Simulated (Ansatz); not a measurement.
## In3Sb: what the smearing entropy tells about the Fermi level

Method: DFT r2SCAN, scalar-relativistic, plane waves, PAW (Ansatz 0.2.0).

```
CELL_PARAMETERS angstrom
4.83696 0.00000 0.00000
0.00000 4.83696 0.00000
0.00000 0.00000 4.83696
ATOMIC_POSITIONS crystal
In 0.50000 0.50000 0.00000
In 0.50000 0.00000 0.50000
In 0.00000 0.50000 0.50000
Sb 0.00000 0.00000 0.00000
```

```json
{
  "plane-wave cutoff": "500 eV",
  "Γ-centred k-mesh": "10×10×10",
  "spin treatment": "unpolarised"
}
```

The same metal under several smearings of width σ, on one mesh. F is the free energy, TS the smearing's entropy term for the cell of 4 atoms, and E = F + TS. Gaussian occupations are ½ erfc[(ε − μ)/σ], and N counts both spins. Spin–orbit coupling is left out, which shifts the bands of heavy elements.

```
       rule  σ (eV) F − F(narrowest) (meV/atom) TS (meV/cell)
Fermi–Dirac    0.01                        0.000          1.162
Fermi–Dirac    0.02                       -0.348          3.367
Fermi–Dirac     0.1                       -9.023         67.816
Fermi–Dirac     0.5                     -198.570       1590.775
   Gaussian    0.05                       -0.327          3.151
   Gaussian     0.1                       -1.476         11.940
   Gaussian     0.2                       -5.697         43.132
   Gaussian     0.5                      -31.674        239.012
```

Problem. For a density of states N (both spins) that is flat over the smeared range, TS = Nσ²/2 (Gaussian) and (π²/3)Nσ² (Fermi–Dirac). What N does each run give?

Solution.
```
       rule  σ (eV) N (states/eV a cell)
Fermi–Dirac    0.01                  3.53
Fermi–Dirac    0.02                  2.56
Fermi–Dirac     0.1                  2.06
Fermi–Dirac     0.5                  1.93
   Gaussian    0.05                  2.52
   Gaussian     0.1                  2.39
   Gaussian     0.2                  2.16
   Gaussian     0.5                  1.91
```

Equal entropy needs σ_Gauss = π√(2/3) σ_FD = 2.57 σ_FD, so a Fermi–Dirac width acts like a Gaussian one 2.57 times as large. At moderate widths N lies between 2.06 and 2.56. The drift shows structure in the density of states within the smeared window (a rise with width points to a dip at the Fermi level, a fall to a peak or a steep flank), or a mesh too coarse for the narrower widths. At the narrowest widths only the few mesh levels within σ of μ count, so N can scatter there.

Problem. To second order F = E0 − TS/2 and E = E0 + TS/2. How well does E0 = (E + F)/2 undo the smearing?

Solution.
```tsv
rule	σ (eV)	F − E0(narrowest) (meV/atom)	(E + F)/2 − E0(narrowest) (meV/atom)
Fermi–Dirac	0.01	-0.15	0.00
Fermi–Dirac	0.02	-0.49	-0.07
Fermi–Dirac	0.1	-9.17	-0.69
Fermi–Dirac	0.5	-198.71	0.13
Gaussian	0.05	-0.47	-0.08
Gaussian	0.1	-1.62	-0.13
Gaussian	0.2	-5.84	-0.45
Gaussian	0.5	-31.82	-1.94
```

At Fermi–Dirac 0.1 eV the free energy is off by -9.17 meV/atom and the mean by -0.69. What remains is of order σ⁴ plus the mesh error of the narrowest run, which is no exact reference. Forces and stress are derivatives of F, not of E0, so they keep the σ² error.

The two smearing rules tell the same story: at comparable effective widths they give nearly the same N, which falls as the window broadens. This suggests that the Fermi level sits on a local peak or steep flank above a smoother background, although the shared mesh means that agreement between the rules can't rule out a sampling error.

The background itself is modest, close to what a free-electron gas with the same s and p valence electrons in this cell would give. That fits broad, overlapping In and Sb 5p bands, with the filled In 4d shell lying well below the Fermi level. Unlike semiconducting InSb, the In-rich composition doesn't have the electron count that fills the bonding bands and leaves a gap.

The small residual of 0.13 meV/atom at the widest Fermi–Dirac smearing is probably a cancellation of higher-order terms, since the residual at 0.1 eV is larger and of opposite sign. It doesn't make the wide smearing the safer choice. Nor does metallic character show that In3Sb is stable against separation into InSb and indium.
